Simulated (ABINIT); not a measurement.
Input of an ABINIT 10.8.3 (patched build) run:

File run.abi:

```
# Pseudopotentials
pp_dirpath "./"
pseudos "Zn.upf, K.upf, F.upf"

# Structure
acell 3*1.0 Angstrom
rprim
     4.0500000000     0.0000000000     0.0000000000
     0.0000000000     4.0500000000     0.0000000000
     0.0000000000     0.0000000000     4.0500000000
ntypat 3
znucl 30 19 9
natom 5
typat 1 2 3 3 3
xred
     0.5000000000     0.5000000000     0.5000000000
     0.0000000000     0.0000000000     0.0000000000
     0.5000000000     0.0000000000     0.5000000000
     0.0000000000     0.5000000000     0.5000000000
     0.5000000000     0.5000000000     0.0000000000

# Plane-wave basis
ecut 36.0

# k points
kptopt 1
ngkpt 5 5 5
nshiftk 1
shiftk 0.0 0.0 0.0

# Exchange and correlation
ixc 7

# Bands and occupations
nband 30
occopt 3
tsmear 0.00183747

# SCF cycle
nstep 100
tolvrs 1.0e-10

# Output
iomode 3
prtwf 0
prtden 0
prteig 0
prtebands 0
enunit 2
```

Potentials or basis: PseudoDojo NC SR LDA v0.4.1 standard.

Command:

```console
$ abinit run.abi > log 2>&1
```

Problem. Predict the band gap on the k mesh.

Solution. 3.95 eV, indirect (least direct gap 5.43 eV).

Caveat: an odd mesh through Γ misses points on the zone boundary, where band edges often lie.
